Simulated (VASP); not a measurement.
# Nb (Fm-3m) in VASP: further runs, part 2 of 2

VASP 6.6.1. Earlier steps stand in the parts before.

## (3) Relaxation of cell and atoms, r2SCAN+rVV10

File INCAR:

```
ALGO = Normal
BPARAM = 11.95
CPARAM = 0.0093
EDIFF = 1E-7
EDIFFG = -0.005
ENCUT = 600
IBRION = 2
ISIF = 3
ISMEAR = 0
IVDW_NL = 2
LASPH = T
LCHARG = F
LMIXTAU = T
LREAL = F
LUSE_VDW = T
LWAVE = F
METAGGA = R2SCAN
NELM = 100
NSW = 90
PREC = Accurate
SIGMA = 0.1
```

File KPOINTS:

```
k-points
0
Gamma
  18 18 18
```

File POSCAR:

```
Nb
1.0
    0.0000000000      2.0800838200      2.0800838200
    2.0800838200      0.0000000000      2.0800838200
    2.0800838200      2.0800838200      0.0000000000
Nb
1
Direct
    0.0000000000      0.0000000000      0.0000000000
```

Potentials or basis: VASP PAW PBE potentials, release 64 (Nb_sv).

Started as:

```sh
$ cat potpaw_PBE.64/Nb_sv/POTCAR > POTCAR
$ mpirun -np 1 vasp_std > vasp.out
```

Run time: 6.5 min. Hardware: 1 thread of Intel Xeon Platinum 8488C (Sapphire Rapids), shared host; peak memory 0.25 GiB.

It converged, with:

```
Free energy                            : -24.2973 eV
Relaxed volume                         : 18.55 Å³/atom
Relaxed cell                           : a = 2.971 Å, b = 2.971 Å, c = 2.971 Å, α = 60.00°, β = 60.00°, γ = 60.00°
Space group after relaxing (to 0.05 Å) : Fm-3m (No. 225)
Energy gained by relaxing              : 9.1 meV/atom
Ionic steps                            : 4
Pressure after relaxing                : 0.0 GPa
Band gap on the k mesh                 : none (metal or under the smearing width)
```

The path:
```
step  energy change (eV)  largest force (eV/Å)  pressure (GPa)  volume (Å³)
   1              0.0000                0.0000            5.44        18.00
   2              0.0227                0.0000           -8.91        19.64
   3             -0.0091                0.0000           -0.09        18.56
   4             -0.0091                0.0000            0.02        18.55
```

Final structure:
```yaml
crystal:
  lattice:
    - [0.00000, 2.10092, 2.10092]
    - [2.10092, 0.00000, 2.10092]
    - [2.10092, 2.10092, 0.00000]
  atoms:
    - { symbol: Nb, position: [0.00000, 0.00000, 0.00000] }
```

Levels at points of the mesh, in eV from the Fermi level:
```tsv
k point	band 3	band 4	band 5	band 6	band 7	band 8	band 9	band 10
(0.00, 0.00, 0.00)	-31.21	-31.21	-6.65	0.13	0.13	0.13	3.00	3.00
(0.50, 0.00, 0.00)	-31.38	-31.38	-4.11	-0.02	-0.02	1.29	4.98	4.98
(0.50, 0.50, 0.00)	-31.68	-31.68	-4.32	-3.59	3.70	5.04	5.52	5.52
```

Caveat: the PAW data sets were made with another functional, which shifts forces and pressure a little.

## (4) Relaxation of cell and atoms, r2SCAN

File INCAR:

```
SYSTEM = Nb
PREC = Accurate
ENCUT = 600
EDIFF = 1E-7
ISMEAR = 0
SIGMA = 0.1
LREAL = .False.
LASPH = .True.
NELM = 80
ALGO = Normal
ISIF = 3
LWAVE = .False.
LCHARG = .False.
METAGGA = R2SCAN
LMIXTAU = .True.
IBRION = 2
NSW = 90
EDIFFG = -0.005
```

File KPOINTS:

```
regular mesh
0
Gamma
  18 18 18
  0 0 0
```

POSCAR is that of step 3.

Started as:

```sh
$ cat potpaw_PBE.64/Nb_sv/POTCAR > POTCAR
$ mpirun -np 1 vasp_std > vasp.out
```

Wall time 7.1 min (1 thread of Intel Xeon Platinum 8488C (Sapphire Rapids), shared host); peak memory 0.2 GiB.

The run converged. Its results:

| Quantity | Value |
| --- | --- |
| Free energy | -24.5145 eV |
| Relaxed volume | 18.67 Å³/atom |
| Relaxed cell | a = 2.978 Å, b = 2.978 Å, c = 2.978 Å, α = 60.00°, β = 60.00°, γ = 60.00° |
| Space group after relaxing (to 0.05 Å) | Fm-3m (No. 225) |
| Energy gained by relaxing | 13.6 meV/atom |
| Ionic steps | 4 |
| Pressure after relaxing | 0.0 GPa |
| Band gap on the k mesh | none (metal or under the smearing width) |

Step by step:
```tsv
step	energy change (eV)	largest force (eV/Å)	pressure (GPa)	volume (Å³)
1	0.0000	0.0000	6.64	18.00
2	0.0323	0.0000	-10.39	20.02
3	-0.0136	0.0000	-0.13	18.69
4	-0.0136	0.0000	0.00	18.67
```

Final structure:
```
Nb
1.0
     0.00000    2.10576    2.10576
     2.10576    0.00000    2.10576
     2.10576    2.10576    0.00000
Nb
1
Direct
  0.00000 0.00000 0.00000
```

Levels at points of the mesh, in eV from the Fermi level:
| k point | band 3 | band 4 | band 5 | band 6 | band 7 | band 8 | band 9 | band 10 |
| --- | --- | --- | --- | --- | --- | --- | --- | --- |
| (0.00, 0.00, 0.00) | -31.25 | -31.25 | -6.62 | 0.13 | 0.13 | 0.13 | 2.97 | 2.97 |
| (0.50, 0.00, 0.00) | -31.42 | -31.42 | -4.08 | -0.01 | -0.01 | 1.27 | 4.93 | 4.93 |
| (0.50, 0.50, 0.00) | -31.71 | -31.71 | -4.27 | -3.55 | 3.66 | 4.98 | 5.46 | 5.46 |

Caveat: the PAW data sets were made with another functional, which shifts forces and pressure a little.

## (5) Relaxation of cell and atoms, r2SCAN+rVV10

INCAR, as its differences from that of step 4:

```diff
@@ -15,2 +15,6 @@
 LMIXTAU = .True.
+LUSE_VDW = .True.
+IVDW_NL = 2
+BPARAM = 11.95
+CPARAM = 0.0093
 IBRION = 2
```

KPOINTS is that of step 4.

POSCAR is that of step 4.

Potentials or basis: VASP PAW PBE potentials, release 64 (Nb_sv).

Started as:

```sh
$ cat potpaw_PBE.64/Nb_sv/POTCAR > POTCAR
$ mpirun -np 1 vasp_std > vasp.out
```

OUTCAR:

```text
SYSTEM = Nb
   PREC = Accurate
   ENCUT = 600
   EDIFF = 1E-7
   ISMEAR = 0
   LREAL = .False.
   LASPH = .True.
   NELM = 80
   ISIF = 3
   METAGGA = R2SCAN
   IVDW_NL = 2
   BPARAM = 11.95
   IBRION = 2
   NSW = 90
   EDIFFG = -0.005

 ion  position               nearest neighbor table
   1  0.000  0.000  0.000-

  LATTYP: Found a face centered cubic cell.
 ALAT       =     4.1601676400

  Lattice vectors:

 A1 = (   0.0000000000,   2.0800838200,   2.0800838200)
 A2 = (   2.0800838200,   0.0000000000,   2.0800838200)
 A3 = (   2.0800838200,   2.0800838200,   0.0000000000)

Analysis of symmetry for initial positions (statically):
=====================================================================
 Subroutine PRICEL returns:
[... 288 lines left out ...]

 E-fermi :  11.1204     XC(G=0): -13.4706

 val. band max:       11.1194734560   @ k =   0.3889   0.1111   0.0556
 cond. band min:      11.1338717183   @ k =  -0.3889   0.2222   0.1111
 fundamental gap:      0.0143982623
 Fermi energy:        11.1204284418

 k-point     1 :       0.0000    0.0000    0.0000
  band No.  band energies     occupation
      1     -45.4825      2.00000
      2     -20.0924      2.00000
      3     -20.0924      2.00000
      4     -20.0924      2.00000
      5       4.4705      2.00000
      6      11.2500      0.06691
      7      11.2500      0.06691
      8      11.2500      0.06691
      9      14.1202      0.00000
     10      14.1202      0.00000
[... 287 lines left out ...]
 k-point    24 :      -0.2222    0.0556    0.0000
  band No.  band energies     occupation
      1     -45.3744      2.00000
      2     -20.7400      2.00000
      3     -20.2167      2.00000
      4     -20.1584      2.00000
      5       6.3926      2.00000
      6      10.2335      2.00000
      7      11.6402      0.00000
      8      11.7716      0.00000
      9      13.6479      0.00000
     10      14.5470      0.00000

 [... further k-points ...]
[... 5 lines left out ...]
  --------------------------------------------------------------------------------------
  -------------------------------------------------------------------------------------
  Total        0.0020348      0.0020348      0.0020348     -0.0000000      0.0000000      0.0000000
  in kB        0.1757783      0.1757783      0.1757783     -0.0000000      0.0000000      0.0000000
  external PRESSURE =       0.1757783 kB  Pullay stress =       0.0000000 kB
[... 16 lines left out ...]
  FREE ENERGIE OF THE ION-ELECTRON SYSTEM (eV)
  ---------------------------------------------------
  free  energy   TOTEN  =       -24.2973332042 eV

  energy  without entropy=      -24.2912940920  energy(sigma->0) =      -24.29431365

 reached required accuracy - stopping structural energy minimisation
```

CONTCAR:

```text
Nb
   1.00000000000000
     0.0000000000000000    2.1009186016711210    2.1009186016711210
     2.1009186016711210    0.0000000000000000    2.1009186016711210
     2.1009186016711210    2.1009186016711210    0.0000000000000000
  Nb
     1
Direct
     0.0000000000000000    0.0000000000000000    0.0000000000000000

  0.00000000E+00  0.00000000E+00  0.00000000E+00
```

Run time: 7.6 min. Hardware: 1 thread of Intel Xeon Platinum 8488C (Sapphire Rapids), shared host; peak memory 0.25 GiB.

Results:

```
Free energy                            : -24.2973 eV
Relaxed volume                         : 18.55 Å³/atom
Relaxed cell                           : a = 2.971 Å, b = 2.971 Å, c = 2.971 Å, α = 60.00°, β = 60.00°, γ = 60.00°
Space group after relaxing (to 0.05 Å) : Fm-3m (No. 225)
Energy gained by relaxing              : 9.1 meV/atom
Ionic steps                            : 4
Pressure after relaxing                : 0.0 GPa
Band gap on the k mesh                 : none (metal or under the smearing width)
```

The path:
```csv
step,energy change (eV),largest force (eV/Å),pressure (GPa),volume (Å³)
1,0.0000,0.0000,5.44,18.00
2,0.0227,0.0000,-8.91,19.64
3,-0.0091,0.0000,-0.09,18.56
4,-0.0091,0.0000,0.02,18.55
```

Final structure:
```cif
data_structure
_symmetry_space_group_name_H-M 'P 1'
_symmetry_Int_Tables_number 1
_cell_length_a 2.9711
_cell_length_b 2.9711
_cell_length_c 2.9711
_cell_angle_alpha 60.000
_cell_angle_beta 60.000
_cell_angle_gamma 60.000
_cell_volume 18.55
loop_
_atom_site_label
_atom_site_type_symbol
_atom_site_fract_x
_atom_site_fract_y
_atom_site_fract_z
_atom_site_occupancy
Nb1 Nb 0.00000 0.00000 0.00000 1
```

Levels at points of the mesh, in eV from the Fermi level:
```
           k point  band 3  band 4  band 5  band 6  band 7  band 8  band 9  band 10
(0.00, 0.00, 0.00)  -31.21  -31.21   -6.65    0.13    0.13    0.13    3.00     3.00
(0.50, 0.00, 0.00)  -31.38  -31.38   -4.11   -0.02   -0.02    1.29    4.98     4.98
(0.50, 0.50, 0.00)  -31.68  -31.68   -4.32   -3.59    3.70    5.04    5.52     5.52
```

Caveat: the PAW data sets were made with another functional, which shifts forces and pressure a little.
